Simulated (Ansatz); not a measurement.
# The F atom: HSE06 and PBE0 beside PBE

How do the levels and moments change when part of the exchange is made exact, and what does it cost? PBE is run first for comparison.

Computed with Ansatz 0.2.0 (DFT, plane waves (420 eV) with PBE-made PAW files, scalar-relativistic; functionals as named at each step, unless a step says otherwise).

**1. The system in its box**

The box measures 14.0 × 14.4 × 14.8 Å; its three sides differ, so that it imposes no cubic symmetry.

As a file:

```xyz
1
Lattice="14.0000 0.0000 0.0000 0.0000 14.4000 0.0000 0.0000 0.0000 14.8000" Properties=species:S:1:pos:R:3 pbc="T T T"
F     7.0000    7.2000    7.4000
```

**2. PBE single point**

The run with PBE.

Input file input.yaml:

```yaml
crystal:
  lattice:
    - [14.0, 0.0, 0.0]
    - [0.0, 14.4, 0.0]
    - [0.0, 0.0, 14.8]
  atoms:
    - { symbol: F, position: [0.5, 0.5, 0.5], spin: 1.0 }
  symmetry: { detect: false, time_reversal: true }
hamiltonian:
  xc: pbe
  pseudopotentials:
    kind: paw
    azcp:
      F: "pseudopotentials/F.paw.azcp"
basis:
  ecutwfc: 420
  fft_grid_basis: typed
kpoints:
  mp_grid: { grid: [1, 1, 1], shift: [0, 0, 0] }
magnetization:
  spin_polarized: true
scf:
  occupations: { method: fermi_dirac, width: 0.01 }
```

Run with:

```sh
> ansatz run input.yaml --threads 4 --pin off --max-ram 10240MiB --backend cpu --events-out ev --progress --plain --runs-dir out
```

The log of the run, shortened:

```text
Warning: RAYON_NUM_THREADS=4 ignored (pool sized by the plan → 4); use --threads N
[...]
Pseudopotentials: kind: paw
Pseudopotential: F, paw, valence charge 7, recommended cutoff 420 eV (normal), <dir>
Functional definition: PBE
[...]
Crystal: 1 atoms, lattice volume = 2983.680 Å³
Basis set: ecut = 420 eV, 58327 PW (Γ)
Bands: 8, of which v1, the nominal top of the filled ones, is band 4 counted from 1 (3 counted from 0)
Symmetry: 1 space group operations
k-points: 1
[...]
Starting moments: Σ|m| = 1 μB on 1 of 1 site
[...]
SCF iter   1: F=—  HF=-804.178204 eV  |F-HF|=—  |Δ(HF+E_count)|=         —  Δρ=5.16e-4 (↑5.16e-4 ↓4.04e-4)  dr2=2.78e-4  dr2_m=5.76e-3  M=1.000 μB ∫|m|=1.002 μB  β_m=0.30  ethr=4.04e-6  ⟨swp⟩=4.0  Hψ=190  notcnv=0
[...]
spin=Collinear: Resta preconditioning applied to the charge; magnetization (m = ρ↑ − ρ↓) channel mixes plain (no charge-response kernel on spin).
[...]
spin-set hold released at iteration 2 (site moments show no strong build): the magnetisation degrees of freedom join the quasi-Newton model from the next iteration; the mixer history was kept
[...]
iteration 28: the least curvature of the free energy that was read at this close is -0.001 (0.234 in the run's own bands): near zero (its residual is 0.002), and the free energy falls along no way that was tried (none was if the reading's last walks met no value under 0.05)
From beside the converged state, stage 1: an SCF sets out from a point there. Its free energy F lies at F - F(close) = +1.861e-3 eV
[...]
Starting moments: Σ|m| = 1 μB on 1 of 1 site; this step starts from the density that it was given
[...]
spin=Collinear: Resta preconditioning applied to the charge; magnetization (m = ρ↑ − ρ↓) channel mixes plain (no charge-response kernel on spin).
[...]
SCF iter  13: F=-804.431341 eV  HF=-804.431341 eV  |F-HF|=2.66e-10  |Δ(HF+E_count)|=  1.40e-11  Δρ=7.13e-7 (↑2.83e-7 ↓7.13e-7)  dr2=4.02e-9  dr2_m=4.50e-9  M=1.000 μB ∫|m|=1.087 μB  ethr=5.68e-11  ⟨swp⟩=1.0  Hψ=46  notcnv=0
[...]
at 13 of the mixer's solves, the last at iteration 26, it left a direction of its history that read negative out of its fit and stepped the other way along it
SCF converged after 28 iterations
Magnetization: 1.0000 μB (4.0000 up, 3.0000 down)
Absolute magnetization: 1.0885 μB (∫|ρ↑−ρ↓|, with the PAW one-centre terms)
Spin contamination: 0.0014 ħ² per cell (⟨S²⟩ above its minimum at these occupations)
Per-site moments (μB) at R_I (Å): [(0.9999994264389855, 5.775)]
Free energy (F): -804.431313 eV
[...]
E sigma→0 (E₀):  -804.431313 eV
Fermi energy:    -9.779432 eV
[...]
--- Band table (eV) ---
  k-point 0 ↑: bands = ["-30.6649", "-13.4242", "-11.0305", "-11.0304", "-0.2282", "0.3217", "0.6133", "0.6476"]
[...]
```

It took 1.8 min on 4 threads of Intel Xeon Platinum 8259CL at 2.50GHz (Skylake/Cascade Lake), shared host; peak memory 1.6 GiB.

**3. HSE06**

The run with HSE06.

Changes to input.yaml since step 2:

```diff
@@ -9,3 +9,3 @@
 hamiltonian:
-  xc: pbe
+  xc: hse06
   pseudopotentials:
```

Run with:

```sh
> ansatz run input.yaml --threads 4 --pin off --max-ram 10240MiB --backend cpu --events-out ev --progress --plain --runs-dir out
```

The log of the run, shortened:

```text
Warning: RAYON_NUM_THREADS=4 ignored (pool sized by the plan → 4); use --threads N
[...]
[... 2 set-up lines as earlier in the session ...]
Functional definition: HSE06
[...]
Crystal: 1 atoms, lattice volume = 2983.680 Å³
Basis set: ecut = 420 eV, 58327 PW (Γ)
Bands: 8, of which v1, the nominal top of the filled ones, is band 4 counted from 1 (3 counted from 0)
[... 1 set-up line as earlier in the session ...]
k-points: 1
[...]
Starting moments: Σ|m| = 1 μB on 1 of 1 site
[...]
SCF iter   1: F=—  HF=-804.178020 eV  |F-HF|=—  |Δ(HF+E_count)|=         —  Δρ=5.08e-4 (↑5.08e-4 ↓4.10e-4)  dr2=2.16e-4  dr2_m=5.75e-3  M=1.000 μB ∫|m|=1.002 μB  β_m=0.30  ethr=8.80e-6  ⟨swp⟩=20.0  Hψ=211  notcnv=3  reapply=2
[...]
this state was not tested for a lower state beside it, because the functional holds exact exchange (a hybrid, or Hartree-Fock), whose exchange loop this test does not read (fock_operator); the stability check (scf.self_checks: high) cannot read this state: a pseudopotential is PAW: the [...]
hybrid SCF converged: 2 outer / 8 inner (+11 warm-up), last move |dexx| = 4.98e-8 eV, tail = 9.41e-8 eV
Magnetization: 1.0000 μB (4.0000 up, 3.0000 down)
Absolute magnetization: 1.0951 μB (∫|ρ↑−ρ↓|, with the PAW one-centre terms)
Spin contamination: 0.0018 ħ² per cell (⟨S²⟩ above its minimum at these occupations)
Per-site moments (μB) at R_I (Å): [(0.999999691924074, 5.775)]
Free energy (F): -804.468330 eV
Frozen-core exchange: fock
[...]
E sigma→0 (E₀):  -804.468330 eV
Fermi energy:    -9.596113 eV
[...]
--- Band table (eV) ---
  k-point 0 ↑: bands = ["-34.1554", "-15.5421", "-12.9902", "-12.9901", "-0.1417"]
[...]
  guard bands above this table: 3 of the run's 8 bands. The solve was not asked for them (output.publish_guard_bands: true or output.eigenvalues: true publishes all)
```

Wall time 19 s (4 threads of Intel Xeon Platinum 8259CL at 2.50GHz (Skylake/Cascade Lake), shared host); peak memory 1.6 GiB.

**4. PBE0 single point**

The run with PBE0.

Changes to input.yaml since step 3:

```diff
@@ -9,3 +9,3 @@
 hamiltonian:
-  xc: hse06
+  xc: pbe0
   pseudopotentials:
```

Run with:

```sh
> ansatz run input.yaml --threads 4 --pin off --max-ram 10240MiB --backend cpu --events-out ev --progress --plain --runs-dir out
```

The log of the run, shortened:

```text
Warning: RAYON_NUM_THREADS=4 ignored (pool sized by the plan → 4); use --threads N
[...]
[... 2 set-up lines as earlier in the session ...]
Functional definition: PBE0
[...]
Crystal: 1 atoms, lattice volume = 2983.680 Å³
Basis set: ecut = 420 eV, 58327 PW (Γ)
Bands: 8, of which v1, the nominal top of the filled ones, is band 4 counted from 1 (3 counted from 0)
[... 1 set-up line as earlier in the session ...]
k-points: 1
[...]
Starting moments: Σ|m| = 1 μB on 1 of 1 site
[...]
SCF iter   1: F=—  HF=-804.178036 eV  |F-HF|=—  |Δ(HF+E_count)|=         —  Δρ=5.08e-4 (↑5.08e-4 ↓4.10e-4)  dr2=2.19e-4  dr2_m=5.75e-3  M=1.000 μB ∫|m|=1.002 μB  β_m=0.30  ethr=8.77e-6  ⟨swp⟩=20.0  Hψ=211  notcnv=3  reapply=2
[...]
this state was not tested for a lower state beside it, because the functional holds exact exchange (a hybrid, or Hartree-Fock), whose exchange loop this test does not read (fock_operator); the stability check (scf.self_checks: high) cannot read this state: a pseudopotential is PAW: the [...]
hybrid SCF converged: 2 outer / 8 inner (+11 warm-up), last move |dexx| = 5.75e-8 eV, tail = 6.56e-8 eV
Magnetization: 1.0000 μB (4.0000 up, 3.0000 down)
Absolute magnetization: 1.0949 μB (∫|ρ↑−ρ↓|, with the PAW one-centre terms)
Spin contamination: 0.0018 ħ² per cell (⟨S²⟩ above its minimum at these occupations)
Per-site moments (μB) at R_I (Å): [(0.9999996933039104, 5.775)]
Free energy (F): -804.581431 eV
Frozen-core exchange: fock
[...]
E sigma→0 (E₀):  -804.581431 eV
Fermi energy:    -9.601516 eV
[...]
--- Band table (eV) ---
  k-point 0 ↑: bands = ["-34.5711", "-15.9594", "-13.4076", "-13.4075", "-0.0764"]
[...]
  guard bands above this table: 3 of the run's 8 bands. The solve was not asked for them (output.publish_guard_bands: true or output.eigenvalues: true publishes all)
```

Run time: 19 s. Hardware: 4 threads of Intel Xeon Platinum 8259CL at 2.50GHz (Skylake/Cascade Lake), shared host; peak memory 1.6 GiB.

**5. Side by side**

```tsv
functional	gap between levels	Fermi energy (eV)	magnetic state	SCF cycles	exchange loops	CPU time
PBE	0.95 eV	-9.779	total moment 1.00 μB	41	-	6.5 min
HSE06	4.98 eV	-9.596	total moment 1.00 μB	19	2	62 s
PBE0	5.82 eV	-9.602	total moment 1.00 μB	19	2	62 s
```

**6. What came out**

| quantity | value |
| --- | --- |
| PBE: gap | 0.95 eV |
| PBE: magnetic state | total moment 1.00 μB |
| HSE06: gap | 4.98 eV |
| HSE06: magnetic state | total moment 1.00 μB |
| HSE06: SCF cycles, exchange loops | 19, 2 |
| HSE06: CPU time over that of PBE | 0.16 |
| PBE0: gap | 5.82 eV |
| PBE0: magnetic state | total moment 1.00 μB |
| PBE0: SCF cycles, exchange loops | 19, 2 |
| PBE0: CPU time over that of PBE | 0.16 |
| HSE06: above the element's usual form (F2 molecule) | 0.77 eV/atom |

What this shows: The gap goes from 0.95 eV under PBE to 4.98 eV under HSE06. HSE06 took less CPU time than PBE here, which is no rule: the PBE run spent more cycles, searches or output. PBE0 gives a gap of 5.82 eV. The exchange operator of HSE06 was renewed in 2 outer loops. The atom lies 0.77 eV above the element's usual form under HSE06 (from a run of its own). Absolute energies differ from functional to functional, by eV per atom at times, and say nothing by themselves.
